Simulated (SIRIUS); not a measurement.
# Na (Im-3m) in SIRIUS: a series of runs

Runs on Na. Level: PBEsol. Tasks: equation of state.

Everything below comes from runs of SIRIUS 7.12.0. Logs are shortened: lines on timing, memory, paths and dates and some standing lists are left out, and cuts for length are marked. The log counts tension as positive stress, the text compression.

## (1) The crystal as given

It takes space group Im-3m (No. 229, cubic). The conventional cell has a = 4.282 Å, b = 4.282 Å, c = 4.282 Å, α = 90.00°, β = 90.00°, γ = 90.00°. Na (site symmetry m-3m) is surrounded by 8 Na at 3.71 Å.

## (2) Equation of state, PBEsol, 36.90 Å³/atom (volume scaled by 0.94)

The input, sirius.json:

```json
{
  "control": {
    "processing_unit": "cpu",
    "std_evp_solver_name": "lapack",
    "gen_evp_solver_name": "lapack",
    "verbosity": 2,
    "print_forces": false,
    "ortho_rf": true,
    "use_second_variation": true,
    "rmt_max": 3.0,
    "num_bands_to_print": 11,
    "save_wf": true
  },
  "parameters": {
    "electronic_structure_method": "full_potential_lapwlo",
    "xc_functionals": ["XC_GGA_X_PBE_SOL", "XC_GGA_C_PBE_SOL"],
    "core_relativity": "dirac",
    "valence_relativity": "iora",
    "num_fv_states": 11,
    "smearing": "fermi_dirac",
    "smearing_width": 0.0018374661,
    "pw_cutoff": 20,
    "gk_cutoff": 3.41,
    "lmax_apw": 10,
    "lmax_rho": 8,
    "lmax_pot": 8,
    "num_mag_dims": 0,
    "auto_rmt": 0,
    "ngridk": [9, 9, 9],
    "shiftk": [0, 0, 0],
    "num_dft_iter": 80,
    "energy_tol": 1e-07,
    "density_tol": 1e-05,
    "use_symmetry": true
  },
  "settings": {"tol_ne": 1e-10},
  "iterative_solver": {"type": "exact"},
  "mixer": {"type": "anderson", "beta": 0.5, "max_history": 8},
  "unit_cell": {
    "lattice_vectors": [
      [-3.963310996, 3.963310996, 3.963310996],
      [3.963310996, -3.963310996, 3.963310996],
      [3.963310996, 3.963310996, -3.963310996]
    ],
    "atom_types": ["Na"],
    "atom_files": {"Na": "Na.json"},
    "atoms": {"Na": [[0.0, 0.0, 0.0]]}
  }
}
```

The input, Na.json:

```json
{
  "name": "sodium",
  "symbol": "Na",
  "number": 11,
  "mass": 22.98976928,
  "rmin": 1e-06,
  "rmt": 2.29,
  "nrmt": 800,
  "rinf": 21.66,
  "core": "1s",
  "valence": [
    {"basis": [{"enu": -0.17, "dme": 0, "n": 0, "auto": 0}, {"enu": -0.17, "dme": 1, "n": 0, "auto": 0}]},
    {"l": 0, "n": 1, "basis": [{"enu": -0.07, "dme": 0, "n": 0, "auto": 0}]},
    {"l": 1, "n": 2, "basis": [{"enu": -0.07, "dme": 0, "n": 0, "auto": 0}]},
    {"l": 2, "n": 3, "basis": [{"enu": -0.07, "dme": 0, "n": 0, "auto": 0}]},
    {"l": 3, "n": 4, "basis": [{"enu": -0.07, "dme": 0, "n": 0, "auto": 0}]}
  ],
  "lo": [
    {"l": 0, "basis": [{"enu": -0.07, "dme": 0, "n": 0, "auto": 0}, {"enu": -0.07, "dme": 1, "n": 0, "auto": 0}]},
    {
      "l": 0,
      "basis": [{"enu": -2.0351, "dme": 0, "n": 2, "auto": 1}, {"enu": -2.0351, "dme": 1, "n": 2, "auto": 1}]
    },
    {
      "l": 0,
      "basis": [{"enu": -2.0351, "dme": 1, "n": 2, "auto": 1}, {"enu": -0.07, "dme": 0, "n": 0, "auto": 0}]
    },
    {"l": 0, "basis": [{"enu": -0.07, "dme": 0, "n": 0, "auto": 0}, {"enu": 2.981, "dme": 0, "n": 0, "auto": 0}]},
    {"l": 1, "basis": [{"enu": -0.07, "dme": 0, "n": 0, "auto": 0}, {"enu": -0.07, "dme": 1, "n": 0, "auto": 0}]},
    {
      "l": 1,
      "basis": [{"enu": -1.0261, "dme": 0, "n": 2, "auto": 1}, {"enu": -1.0261, "dme": 1, "n": 2, "auto": 1}]
    },
    {
      "l": 1,
      "basis": [{"enu": -1.0261, "dme": 1, "n": 2, "auto": 1}, {"enu": -0.07, "dme": 0, "n": 0, "auto": 0}]
    },
    {
      "l": 1,
      "basis": [{"enu": -0.07, "dme": 0, "n": 0, "auto": 0}, {"enu": 3.4387, "dme": 0, "n": 0, "auto": 0}]
    },
    {"l": 2, "basis": [{"enu": -0.07, "dme": 0, "n": 0, "auto": 0}, {"enu": -0.07, "dme": 1, "n": 0, "auto": 0}]},
    {"l": 2, "basis": [{"enu": -0.07, "dme": 1, "n": 0, "auto": 0}, {"enu": -0.07, "dme": 2, "n": 0, "auto": 0}]},
    {
      "l": 2,
      "basis": [{"enu": -0.07, "dme": 0, "n": 0, "auto": 0}, {"enu": 2.9048, "dme": 0, "n": 0, "auto": 0}]
    },
    {"l": 3, "basis": [{"enu": -0.07, "dme": 0, "n": 0, "auto": 0}, {"enu": -0.07, "dme": 1, "n": 0, "auto": 0}]}
  ],
  "free_atom": [... radial grid and density of the free atom, the start of the SCF ...]
}
```

The input, sirius_start.json:

```json
{
  "control": {
    "processing_unit": "cpu",
    "std_evp_solver_name": "lapack",
    "gen_evp_solver_name": "lapack",
    "verbosity": 1,
    "print_forces": false,
    "ortho_rf": true,
    "use_second_variation": true,
    "rmt_max": 3.0,
    "num_bands_to_print": 11,
    "save_wf": false
  },
  "parameters": {
    "electronic_structure_method": "full_potential_lapwlo",
    "xc_functionals": ["XC_LDA_X", "XC_LDA_C_PW"],
    "core_relativity": "dirac",
    "valence_relativity": "iora",
    "num_fv_states": 11,
    "smearing": "fermi_dirac",
    "smearing_width": 0.0055123983,
    "pw_cutoff": 20,
    "gk_cutoff": 2.72,
    "lmax_apw": 10,
    "lmax_rho": 8,
    "lmax_pot": 8,
    "num_mag_dims": 0,
    "auto_rmt": 0,
    "ngridk": [4, 4, 4],
    "shiftk": [0, 0, 0],
    "num_dft_iter": 30,
    "energy_tol": 0.01,
    "density_tol": 0.05,
    "use_symmetry": true
  },
  "settings": {"tol_ne": 1e-10},
  "iterative_solver": {"type": "exact"},
  "mixer": {"type": "anderson", "beta": 0.5, "max_history": 8},
  "unit_cell": {
    "lattice_vectors": [
      [-3.963310996, 3.963310996, 3.963310996],
      [3.963310996, -3.963310996, 3.963310996],
      [3.963310996, 3.963310996, -3.963310996]
    ],
    "atom_types": ["Na"],
    "atom_files": {"Na": "Na.json"},
    "atoms": {"Na": [[0.0, 0.0, 0.0]]}
  }
}
```

Potentials or basis: all-electron FP-LAPW, apw+lo standard.

Run with:

```sh
> OMP_NUM_THREADS=1 sirius.scf --input=sirius_start.json --output=start.json
> OMP_NUM_THREADS=1 sirius.scf --input=sirius.json --output=output.json --task=1
```

The program printed:

```text
[info] SIRIUS version : 7.12.0
[info] number of MPI ranks           : 1
[info] MPI grid                      : 1 1
[info] maximum number of OMP threads : 1
[fft] FFT context for density and potential
[fft] =====================================
[fft]   plane wave cutoff                     : 20
[fft]   grid size                             : 48 48 48   total : 110592
[fft]   grid limits                           : -23 24   -23 24   -23 24
[fft]   number of G-vectors within the cutoff : 33573
[fft]   number of G-shells                    : 861
[fft] FFT context for coarse grid
[fft] =====================================
[fft]   plane wave cutoff                     : 6.82
[fft]   grid size                             : 18 18 18   total : 5832
[fft]   grid limits                           : -8 9   -8 9   -8 9
[fft]   number of G-vectors within the cutoff : 1409
[fft]   number of G-shells                    : 52
[unit cell] lattice vectors
[unit cell]   a1 :      -3.9633109960      3.9633109960      3.9633109960
[unit cell]   a2 :       3.9633109960     -3.9633109960      3.9633109960
[unit cell]   a3 :       3.9633109960      3.9633109960     -3.9633109960
[unit cell] reciprocal lattice vectors
[unit cell]   b1 :       0.0000000000      0.7926687199      0.7926687199
[unit cell]   b2 :       0.7926687199      0.0000000000      0.7926687199
[unit cell]   b3 :       0.7926687199      0.7926687199      0.0000000000
[unit cell] unit cell volume :       249.02012567 [a.u.^3]
[unit cell] 1/sqrt(omega)    :         0.06336986
[unit cell] MT volume        :        50.30313549 (20.20%)
[unit cell] IT volume        :       198.71699018 (79.80%)
[unit cell] number of atom types : 1
[unit cell] type id : 0 symbol : Na mt_radius :   2.290000 num_atoms : 1
[unit cell] total number of atoms : 1
[unit cell] number of symmetry classes : 1
[unit cell] atom id  type id  class id             position                      vector_field
[unit cell] ------------------------------------------------------------------------------------------
[unit cell]      0        0        0      0.00000   0.00000   0.00000      0.00000   0.00000   0.00000
[unit cell] atom id         position (Cartesian, a.u.)
[unit cell] ---------------------------------------------
[unit cell]      0       0.000000    0.000000    0.000000
[unit cell] class id : 0 atom id : 0
[unit cell] minimum bond length:     6.864656
[sym] space group number   : 229
[sym] international symbol : Im-3m
[sym] Hall symbol          : -I 4 2 3
[sym] space group transformation matrix :
[sym]  -0.5000  0.5000  0.5000
[sym]   0.5000 -0.5000  0.5000
[sym]   0.5000  0.5000 -0.5000
[sym] space group origin shift :
[sym]   0.0000  0.0000  0.0000
[sym] number of space group operations  : 48
[sym] number of magnetic group operations : 48
[sym] metric tensor error: 7.1054e-15
[sym] rotation matrix error: 0.0000e+00
[... 215 lines left out ...]
[find] enuc                           :    -195.71439967
[find] <rho|V^{XC}>                   :     -18.16648842
[find] <rho|E^{XC}>                   :     -13.94555026
[find] <mag|B^{XC}>                   :       0.00000000
[find] <rho|V^{H}>                    :    -228.48439856
[find] smearing (-TS)                 :      -0.00011722
[find] SCF correction                 :       0.03599175
[find] Total energy                   :    -162.04725475 (Ha),    -324.09450951 (Ry)
[find] Free energy (E-TS)             :    -162.04737197 (Ha),    -324.09474394 (Ry)
[find] band gap (eV)                  :       0.00000000
[find] Efermi                         :       0.00831937
[find] iteration : 0, RMS (target) : 6.3762e-02 (1.0000e-05) , energy difference (target) : -1.6205e+02 (1.0000e-07)
[find] +------------------------------+
[find] | SCF iteration   1 out of  80|
[find] +------------------------------+
[generate_radial_functions] Linearization energies
[generate_radial_functions] Atom : Na, class id : 0
[generate_radial_functions] augmented waves
[generate_radial_functions] local orbitals
[generate_radial_functions] {l: 0, n: 2, enu: -1.92922, dme: 0, auto: 1}
[generate_radial_functions] {l: 0, n: 2, enu: -1.92922, dme: 1, auto: 1}
[generate_radial_functions] {l: 0, n: 2, enu: -1.92922, dme: 1, auto: 1}
[generate_radial_functions] {l: 1, n: 2, enu: -0.901478, dme: 0, auto: 1}
[generate_radial_functions] {l: 1, n: 2, enu: -0.901478, dme: 1, auto: 1}
[generate_radial_functions] {l: 1, n: 2, enu: -0.901478, dme: 1, auto: 1}
[diagonalize] Lowest band energies
[diagonalize] ik:    0   -1.929374   -0.902829   -0.902829   -0.902829   -0.111975    0.439954    0.439954    0.439954    0.477655    0.477655    0.498483
[diagonalize] ik:    1   -1.929364   -0.902972   -0.902872   -0.902815   -0.103979    0.358421    0.401349    0.414925    0.433459    0.452919    0.511669
[diagonalize] ik:    2   -1.929342   -0.903387   -0.903008   -0.902824   -0.080192    0.254520    0.357667    0.382079    0.392615    0.430565    0.528527
[diagonalize] ik:    3   -1.929316   -0.903838   -0.903161   -0.902822   -0.041188    0.161573    0.327566    0.358894    0.365310    0.406925    0.560131
[diagonalize] ik:    4   -1.929298   -0.904125   -0.903261   -0.902821    0.011822    0.081616    0.312390    0.347190    0.351691    0.393119    0.594832
[diagonalize] ...
[diagonalize] ik:   30   -1.929262   -0.903908   -0.903675   -0.903300    0.084360    0.102678    0.168083    0.293544    0.346202    0.403487    0.493585
[diagonalize] ik:   31   -1.929268   -0.903717   -0.903547   -0.903547    0.027111    0.209880    0.218901    0.218901    0.282901    0.440202    0.577258
[diagonalize] ik:   32   -1.929252   -0.903859   -0.903654   -0.903551    0.077987    0.144901    0.205420    0.224406    0.288735    0.374083    0.581745
[diagonalize] ik:   33   -1.929246   -0.903806   -0.903806   -0.903585    0.127308    0.127308    0.163504    0.258599    0.258599    0.338463    0.593872
[diagonalize] ik:   34   -1.929240   -0.903797   -0.903768   -0.903768    0.127242    0.178965    0.192015    0.192015    0.227776    0.313692    0.681142
[generate_core_charge_density] atom class : 0
[generate_core_charge_density]   n,l,k : 1 0 1  energy :         -37.73907453
[find] Total energy                   :    -162.04729851 (Ha),    -324.09459701 (Ry)
[find] iteration : 1, RMS (target) : 3.0369e-02 (1.0000e-05) , energy difference (target) : -4.3751e-05 (1.0000e-07)
[find] Total energy                   :    -162.04729989 (Ha),    -324.09459979 (Ry)
[find] iteration : 2, RMS (target) : 9.7150e-04 (1.0000e-05) , energy difference (target) : -1.3890e-06 (1.0000e-07)
[find] Total energy                   :    -162.04730088 (Ha),    -324.09460177 (Ry)
[find] iteration : 3, RMS (target) : 1.3772e-04 (1.0000e-05) , energy difference (target) : -9.8791e-07 (1.0000e-07)
[find] Total energy                   :    -162.04730099 (Ha),    -324.09460198 (Ry)
[find] iteration : 4, RMS (target) : 6.2212e-06 (1.0000e-05) , energy difference (target) : -1.0579e-07 (1.0000e-07)
[find] Charges and magnetic moments
[find] --------------------------------------------------------------------------------
[find] atom      charge    core leakage
[find] --------------------------------------------------------------------------------
[find]    0   10.079808    3.487868e-16
[find] total core leakage    : 3.48786850e-16
[find] interstitial charge   : 0.920192
[find] total charge          : 11.000000
[find] Energy
[find] --------------------------------------------------------------------------------
[find] valence_eval_sum               :      -9.32296163
[find] core_eval_sum                  :     -75.47431565
[find] kinetic energy                 :     162.07221382
[find] enuc                           :    -195.81960261
[find] <rho|V^{XC}>                   :     -18.17499658
[find] <rho|E^{XC}>                   :     -13.95265779
[find] <mag|B^{XC}>                   :       0.00000000
[find] <rho|V^{H}>                    :    -228.69449444
[find] smearing (-TS)                 :      -0.00011738
[find] SCF correction                 :      -0.00000718
[find] Total energy                   :    -162.04730098 (Ha),    -324.09460196 (Ry)
[find] Free energy (E-TS)             :    -162.04741837 (Ha),    -324.09483673 (Ry)
[find] band gap (eV)                  :       0.00000000
[find] Efermi                         :       0.00768610
[find] iteration : 5, RMS (target) : 1.8609e-06 (1.0000e-05) , energy difference (target) : 7.6726e-09 (1.0000e-07)
[find] converged after 6 SCF iterations!
[find] Charges and magnetic moments
[find] --------------------------------------------------------------------------------
[find] atom      charge    core leakage
[find] --------------------------------------------------------------------------------
[find]    0   10.079808    3.487868e-16
[find] total core leakage    : 3.48786850e-16
[find] interstitial charge   : 0.920192
[find] total charge          : 11.000000
[find] Energy
[find] --------------------------------------------------------------------------------
[find] valence_eval_sum               :      -9.32296163
[find] core_eval_sum                  :     -75.47431565
[find] kinetic energy                 :     162.07221382
[find] enuc                           :    -195.81960261
[find] <rho|V^{XC}>                   :     -18.17499658
[find] <rho|E^{XC}>                   :     -13.95265779
[find] <mag|B^{XC}>                   :       0.00000000
[find] <rho|V^{H}>                    :    -228.69449444
[find] smearing (-TS)                 :      -0.00011738
[find] SCF correction                 :      -0.00000718
[find] Total energy                   :    -162.04730098 (Ha),    -324.09460196 (Ry)
[find] Free energy (E-TS)             :    -162.04741837 (Ha),    -324.09483673 (Ry)
[find] band gap (eV)                  :       0.00000000
[find] Efermi                         :       0.00768610
```

Run time: 32 s. Hardware: 1 thread of AMD EPYC, shared host; peak memory 0.34 GiB.

What came out:

```yaml
Free_energy: -4409.5349 eV
Band_gap_on_the_k_mesh: none (metal or under the smearing width)
All_electrons_inside_the_program's_atomic_spheres: Na 10.08 (radii Na 2.29 bohr)
```

## (3) Equation of state, PBEsol, 37.69 Å³/atom (volume scaled by 0.96)

Edit sirius.json of step 2 so:

```diff
@@ -40,5 +40,5 @@
     "lattice_vectors": [
-      [-3.963310996, 3.963310996, 3.963310996],
-      [3.963310996, -3.963310996, 3.963310996],
-      [3.963310996, 3.963310996, -3.963310996]
+      [-3.9912225564, 3.9912225564, 3.9912225564],
+      [3.9912225564, -3.9912225564, 3.9912225564],
+      [3.9912225564, 3.9912225564, -3.9912225564]
     ],
```

The input, Na.json:

```json
{
  "name": "sodium",
  "symbol": "Na",
  "number": 11,
  "mass": 22.98976928,
  "rmin": 1e-06,
  "rmt": 2.29,
  "nrmt": 800,
  "rinf": 21.66,
  "core": "1s",
  "valence": [
    {"basis": [{"enu": -0.18, "dme": 0, "n": 0, "auto": 0}, {"enu": -0.18, "dme": 1, "n": 0, "auto": 0}]},
    {"l": 0, "n": 1, "basis": [{"enu": -0.08, "dme": 0, "n": 0, "auto": 0}]},
    {"l": 1, "n": 2, "basis": [{"enu": -0.08, "dme": 0, "n": 0, "auto": 0}]},
    {"l": 2, "n": 3, "basis": [{"enu": -0.08, "dme": 0, "n": 0, "auto": 0}]},
    {"l": 3, "n": 4, "basis": [{"enu": -0.08, "dme": 0, "n": 0, "auto": 0}]}
  ],
  "lo": [
    {"l": 0, "basis": [{"enu": -0.08, "dme": 0, "n": 0, "auto": 0}, {"enu": -0.08, "dme": 1, "n": 0, "auto": 0}]},
    {
      "l": 0,
      "basis": [{"enu": -2.0451, "dme": 0, "n": 2, "auto": 1}, {"enu": -2.0451, "dme": 1, "n": 2, "auto": 1}]
    },
    {
      "l": 0,
      "basis": [{"enu": -2.0451, "dme": 1, "n": 2, "auto": 1}, {"enu": -0.08, "dme": 0, "n": 0, "auto": 0}]
    },
    {"l": 0, "basis": [{"enu": -0.08, "dme": 0, "n": 0, "auto": 0}, {"enu": 2.971, "dme": 0, "n": 0, "auto": 0}]},
    {"l": 1, "basis": [{"enu": -0.08, "dme": 0, "n": 0, "auto": 0}, {"enu": -0.08, "dme": 1, "n": 0, "auto": 0}]},
    {
      "l": 1,
      "basis": [{"enu": -1.0361, "dme": 0, "n": 2, "auto": 1}, {"enu": -1.0361, "dme": 1, "n": 2, "auto": 1}]
    },
    {
      "l": 1,
      "basis": [{"enu": -1.0361, "dme": 1, "n": 2, "auto": 1}, {"enu": -0.08, "dme": 0, "n": 0, "auto": 0}]
    },
    {
      "l": 1,
      "basis": [{"enu": -0.08, "dme": 0, "n": 0, "auto": 0}, {"enu": 3.4287, "dme": 0, "n": 0, "auto": 0}]
    },
    {"l": 2, "basis": [{"enu": -0.08, "dme": 0, "n": 0, "auto": 0}, {"enu": -0.08, "dme": 1, "n": 0, "auto": 0}]},
    {"l": 2, "basis": [{"enu": -0.08, "dme": 1, "n": 0, "auto": 0}, {"enu": -0.08, "dme": 2, "n": 0, "auto": 0}]},
    {
      "l": 2,
      "basis": [{"enu": -0.08, "dme": 0, "n": 0, "auto": 0}, {"enu": 2.8948, "dme": 0, "n": 0, "auto": 0}]
    },
    {"l": 3, "basis": [{"enu": -0.08, "dme": 0, "n": 0, "auto": 0}, {"enu": -0.08, "dme": 1, "n": 0, "auto": 0}]}
  ],
  "free_atom": [... radial grid and density of the free atom, the start of the SCF ...]
}
```

Edit sirius_start.json of step 2 so:

```diff
@@ -40,5 +40,5 @@
     "lattice_vectors": [
-      [-3.963310996, 3.963310996, 3.963310996],
-      [3.963310996, -3.963310996, 3.963310996],
-      [3.963310996, 3.963310996, -3.963310996]
+      [-3.9912225564, 3.9912225564, 3.9912225564],
+      [3.9912225564, -3.9912225564, 3.9912225564],
+      [3.9912225564, 3.9912225564, -3.9912225564]
     ],
```

Potentials or basis: all-electron FP-LAPW, apw+lo standard.

Run with:

```sh
> OMP_NUM_THREADS=1 sirius.scf --input=sirius_start.json --output=start.json
> OMP_NUM_THREADS=1 sirius.scf --input=sirius.json --output=output.json --task=1
```

It took 39 s on 1 thread of AMD EPYC, shared host; peak memory 0.35 GiB.

It converged, with:

```yaml
Free_energy: -4409.5337 eV
Band_gap_on_the_k_mesh: none (metal or under the smearing width)
All_electrons_inside_the_program's_atomic_spheres: Na 10.08 (radii Na 2.29 bohr)
```

## (4) Equation of state, PBEsol, 38.47 Å³/atom (volume scaled by 0.98)

Edit sirius.json of step 3 so:

```diff
@@ -40,5 +40,5 @@
     "lattice_vectors": [
-      [-3.9912225564, 3.9912225564, 3.9912225564],
-      [3.9912225564, -3.9912225564, 3.9912225564],
-      [3.9912225564, 3.9912225564, -3.9912225564]
+      [-4.0187490989, 4.0187490989, 4.0187490989],
+      [4.0187490989, -4.0187490989, 4.0187490989],
+      [4.0187490989, 4.0187490989, -4.0187490989]
     ],
```

Na.json is that of step 3.

Edit sirius_start.json of step 3 so:

```diff
@@ -40,5 +40,5 @@
     "lattice_vectors": [
-      [-3.9912225564, 3.9912225564, 3.9912225564],
-      [3.9912225564, -3.9912225564, 3.9912225564],
-      [3.9912225564, 3.9912225564, -3.9912225564]
+      [-4.0187490989, 4.0187490989, 4.0187490989],
+      [4.0187490989, -4.0187490989, 4.0187490989],
+      [4.0187490989, 4.0187490989, -4.0187490989]
     ],
```

Run with:

```sh
> OMP_NUM_THREADS=1 sirius.scf --input=sirius_start.json --output=start.json
> OMP_NUM_THREADS=1 sirius.scf --input=sirius.json --output=output.json --task=1
```

It took 39 s on 1 thread of AMD EPYC, shared host; peak memory 0.35 GiB.

The run converged. Its results:

```
Free energy                                       : -4409.5319 eV
Band gap on the k mesh                            : none (metal or under the smearing width)
All electrons inside the program's atomic spheres : Na 10.07 (radii Na 2.29 bohr)
```

(Part 1 of 2 ends here.)
